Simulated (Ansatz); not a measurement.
# Bond compression in P (diamond type)

```yaml
crystal:
  lattice:
    - [0.00000, 2.65665, 2.65665]
    - [2.65665, 0.00000, 2.65665]
    - [2.65665, 2.65665, 0.00000]
  atoms:
    - { symbol: P, position: [0.87500, 0.87500, 0.87500] }
    - { symbol: P, position: [0.12500, 0.12500, 0.12500] }
```

This is a prototype cell at a chosen volume, and whether it is the ground state is a separate question.

Its shortest bond, of 2.301 Å between atom 1 (P) and the nearest image of atom 2 (P), is scaled by moving both atoms along it, with the cell held. The force apart is half the difference of the two atoms' forces along the bond; it holds the pull and push of their other neighbours too.

Level of theory: DFT with PBE, scalar-relativistic, in Ansatz 0.2.0; a Γ-centred 10×10×10 k mesh, Fermi–Dirac smearing of 0.05 eV, no spin polarisation. LAPW: all electrons, basis error target 1 meV/atom; PAW: frozen-core files, cutoff 420 eV; PAW (partial waves polarizable): frozen-core files, cutoff 420 eV.

Energies are extrapolated to zero smearing and count from the unscaled cell; pressure is positive in compression; gaps take the mesh and a band path. No temperature or zero-point motion is included.

```tsv
bond (Å)	force apart (eV/Å)	P LAPW (GPa)	ΔE LAPW (eV/atom)	P PAW − LAPW (GPa)	ΔE PAW − LAPW (meV/atom)	force PAW − LAPW (eV/Å)
2.301	0.00	4.63	0.000	-0.01	0.0	0.000
2.025	1.11	7.40	0.076	0.00	0.1	0.003
1.472	42.84	95.6	3.893	0.01	7.5	0.027
1.334	?	155.1	7.970	-0.49	2.9	-0.241
```

Question: Fill in "force apart (eV/Å)" for the row "1.334".

Answer: 78.18.

Question: At the last bond length, how far does PAW (partial waves polarizable) lie from LAPW in pressure and in the largest force component?

Answer: PAW (partial waves polarizable): -0.48 GPa, 0.137 eV/Å, on a LAPW pressure of 155.1 GPa.

Question: How do the Löwdin populations by LAPW change from the unscaled cell to the last row, on the two atoms of the bond?

Answer: P1 2s 2.00 → 1.96, P1 3s 1.66 → 1.39, P1 3p 3.22 → 3.50, P2 2s 2.00 → 1.96, P2 3s 1.66 → 1.39, P2 3p 3.22 → 3.50 electrons an atom. These are projections on the shells that the free atoms fill; 0.24 e a cell lies outside them at the start and 0.33 e at the end.
